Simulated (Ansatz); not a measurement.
# NiSb2: properties at the relaxed cell

The task here is to estimate one member of a computed series from the others.

Method: DFT PBEsol, scalar-relativistic, plane waves, PAW, in Ansatz 0.2.0.

1 further run of the same task is left out (set aside as unsound or not needed).

### The structure to begin with

Symmetry: Pnnm, No. 58, orthorhombic system. Conventional cell: a = 5.150 Å, b = 6.275 Å, c = 3.831 Å, α = 90.00°, β = 90.00°, γ = 90.00°. Ni (site symmetry 2/m) is surrounded by 6 Sb at 2.52 to 2.56 Å. Sb (site symmetry m) is surrounded by 3 Ni at 2.52 to 2.56 Å and 1 Sb at 2.89 Å.

Structure file:

```cif
data_structure
_symmetry_space_group_name_H-M 'P 1'
_symmetry_Int_Tables_number 1
_cell_length_a 5.1504
_cell_length_b 6.2753
_cell_length_c 3.8312
_cell_angle_alpha 90.000
_cell_angle_beta 90.000
_cell_angle_gamma 90.000
_cell_volume 123.82
loop_
_atom_site_label
_atom_site_type_symbol
_atom_site_fract_x
_atom_site_fract_y
_atom_site_fract_z
_atom_site_occupancy
Ni1 Ni 0.00000 0.00000 0.00000 1
Ni2 Ni 0.50000 0.50000 0.50000 1
Sb1 Sb 0.22072 0.35782 0.00000 1
Sb2 Sb 0.77928 0.64218 0.00000 1
Sb3 Sb 0.72072 0.14218 0.50000 1
Sb4 Sb 0.27928 0.85782 0.50000 1
```

It is the result of an earlier relaxation at this level (volume 20.64 Å³/atom; gap on the mesh: none (metal)).

Set-up of the first run:

The input, input.yaml:

```yaml
crystal:
  lattice:
    - [5.1504399511, 0.0, 0.0]
    - [0.0, 6.2752737796, 0.0]
    - [0.0, 0.0, 3.8311616673]
  atoms:
    - { symbol: Ni, position: [0.0, 0.0, 0.0] }
    - { symbol: Ni, position: [0.5, 0.5, 0.5] }
    - { symbol: Sb, position: [0.2207161713, 0.3578192932, 0.0] }
    - { symbol: Sb, position: [0.7792838287, 0.6421807068, 0.0] }
    - { symbol: Sb, position: [0.7207161713, 0.1421807068, 0.5] }
    - { symbol: Sb, position: [0.2792838287, 0.8578192932, 0.5] }
basis:
  ecutwfc: 420
kpoints:
  mp_grid: { grid: [8, 6, 10] }
  band_path:
    path:
      - [[0.0, 0.0, 0.0], [0.5, 0.0, 0.0], [0.5, 0.5, 0.0], [0.0, 0.5, 0.0], [0.0, 0.0, 0.0], [0.0, 0.0, 0.5], [0.5, 0.0, 0.5], [0.5, 0.5, 0.5], [0.0, 0.5, 0.5], [0.0, 0.0, 0.5]]
      - [[0.5, 0.0, 0.0], [0.5, 0.0, 0.5]]
      - [[0.0, 0.5, 0.0], [0.0, 0.5, 0.5]]
      - [[0.5, 0.5, 0.0], [0.5, 0.5, 0.5]]
    npoints: 14
hamiltonian:
  xc: pbesol
scf:
  occupations: { method: gaussian, width: 0.1 }
  n_extra_bands: 15
output:
  forces: true
  stress: true
  eigenvalues: true
  populations: true
  dos: { projected: true, de: 0.02, nscf_kmesh: { grid: [12, 9, 15] } }
  bader: true
  write_density: true
  write_potential: true
  elf: true
  volumetric_format: npy
```

On the command line:

```console
ansatz run input.yaml --threads 1 --pin off --max-ram 2560MiB --backend cpu --events-out ev --progress --plain --runs-dir out
```

Steps of the session up to this table: Bands, states and charges; The cell scaled to 0.97 of its volume; The cell scaled to 1.03 of its volume; Volume × 0.94; Point at V/V0 = 1.06.

One of the session's tables, all rows but one given; the rest of the session is left out.

It belongs to the step «Fit of the equation of state». 

```
volume (Å³/atom)  energy above the lowest point (meV/atom)  pressure (GPa)
          19.399                                      26.0            7.17
          20.018                                         ?               ?
          20.637                                       0.0            0.00
          21.257                                       5.5           -2.75
          21.876                                      20.8           -5.07
```

**Question.** Estimate the row for volume (Å³/atom) = 20.018.

Worked estimate for «energy above the lowest point (meV/atom)». A straight line through the neighbours (19.399, 26.0) and (20.637, 0.0) gives 26.0 + (0.0 − 26.0) × (20.018 − 19.399) / (20.637 − 19.399) = 13.0; a parabola fitted to 3 rows on both sides gives 6.8.

The run gave: energy above the lowest point (meV/atom): 6.1; pressure (GPa): 3.28. In «energy above the lowest point (meV/atom)» the line misses by +6.9 and the parabola by +0.7.

Limits of these values: Spin polarisation is off in the runs that give these values; a magnetic solution could lie lower.
